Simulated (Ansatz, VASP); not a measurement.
**Ag in VASP and in Ansatz**

INCAR

```
SYSTEM = Ag
ALGO     = Normal         ! electronic algorithm
EDIFF    = 1E-6           ! SCF threshold, eV
EDIFFG   = -0.01          ! ionic threshold
ENCUT    = 600            ! plane-wave cutoff, eV
GGA      = PS             ! functional
IBRION   = 2              ! ionic algorithm
ISIF     = 3              ! what is computed and relaxed
ISMEAR   = -1             ! smearing method
LASPH    = .TRUE.         ! aspherical terms in the spheres
LCHARG   = .FALSE.        ! write CHGCAR
LREAL    = .FALSE.        ! projectors in reciprocal space
LWAVE    = .FALSE.        ! write WAVECAR
NELM     = 60             ! most SCF steps
NSW      = 40             ! ionic steps
PREC     = Accurate       ! precision mode
SIGMA    = 0.05           ! smearing width, eV
```

The input KPOINTS:

```
k-points
0
G
  11 11 11
  0 0 0
```

File POSCAR:

```
Ag
1.0
    0.0000000000      2.0427500000      2.0427500000
    2.0427500000      0.0000000000      2.0427500000
    2.0427500000      2.0427500000      0.0000000000
Ag
1
Direct
    0.0000000000      0.0000000000      0.0000000000
```

The input input.yaml:

```yaml
crystal:
  lattice:
    - [0.0, 2.04275, 2.04275]
    - [2.04275, 0.0, 2.04275]
    - [2.04275, 2.04275, 0.0]
  atoms:
    - { symbol: Ag, position: [0.0, 0.0, 0.0] }
hamiltonian:
  xc: pbesol
  pseudopotentials: { kind: paw }
kpoints:
  mp_grid: { grid: [11, 11, 11] }
scf:
  occupations: { method: fermi_dirac, width: 0.05 }
output:
  forces: true
  stress: true
relax:
  f_tol: 0.01
  max_steps: 40
  cell: { stress_tol: 0.05 }
```

Alike in both runs: task relaxation of cell and atoms; functional PBEsol; k mesh 11 × 11 × 11; occupations fermi-dirac, width 0.05 eV; no spin polarisation.

```csv
,VASP,Ansatz
version,VASP 6.6.1,Ansatz 0.2.0
potentials or method,"VASP PAW PBE potentials, release 64 (Ag)",Ansatz PAW
plane-wave cutoff (eV),600,420
valence electrons in the cell,11,19
```

VASP gave:

```
relaxed volume (Å³/atom)                                     : 16.58
relaxed cell length with the largest relative difference (Å) : 2.862
energy change over the relaxation (meV/atom)                 : -5
```

What did Ansatz give for the same quantities?

Relaxed volume (Å³/atom): 16.61; relaxed cell length with the largest relative difference (Å): 2.864; energy change over the relaxation (meV/atom): -4.

The two sets of potentials don't hold the same shells in valence.

Caveats: the PAW data sets were made with another functional, which shifts forces and pressure a little (VASP); the plane-wave basis is chosen anew once the cell has moved, so the energies of steps on either side of that aren't comparable (Ansatz); the PAW data sets come from PBE, with cores solved anew for the run's functional, which leaves a small shift of forces and pressure (Ansatz).
